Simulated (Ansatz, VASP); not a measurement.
# AlCu3 in VASP and in Ansatz

```xyz
4
Lattice="3.5592 0.0000 0.0000 0.0000 3.5592 0.0000 0.0000 0.0000 3.5592" Properties=species:S:1:pos:R:3 pbc="T T T"
Al    0.0000    0.0000    0.0000
Cu    1.7796    1.7796    0.0000
Cu    1.7796    0.0000    1.7796
Cu    0.0000    1.7796    1.7796
```

Change from the starting cell: mode 5 frozen in at +0.000 Å, equal normal strain along x, y and z -0.0083.

Alike in both runs: task single point; functional LDA; k mesh 12 × 12 × 12; occupations gaussian, width 0.15 eV; no spin polarisation.

```csv
,VASP,Ansatz
version,VASP 6.6.1,Ansatz 0.2.0
potentials or method,"VASP PAW LDA potentials, release 64 (Al, Cu)","scalar-relativistic, plane waves, PAW"
plane-wave cutoff (eV),520,520
valence electrons in the cell,36,60
```

```csv
,VASP,Ansatz,Ansatz less VASP
gap on the k mesh at the Fermi level (eV),none,none,-
pressure (GPa),5.0,4.4,-0.58
```

A gap of «none» marks a metal or a gap that the smearing closes. The two sets of potentials don't hold the same shells in valence. Ansatz warned: «pseudo_functional_mismatch».
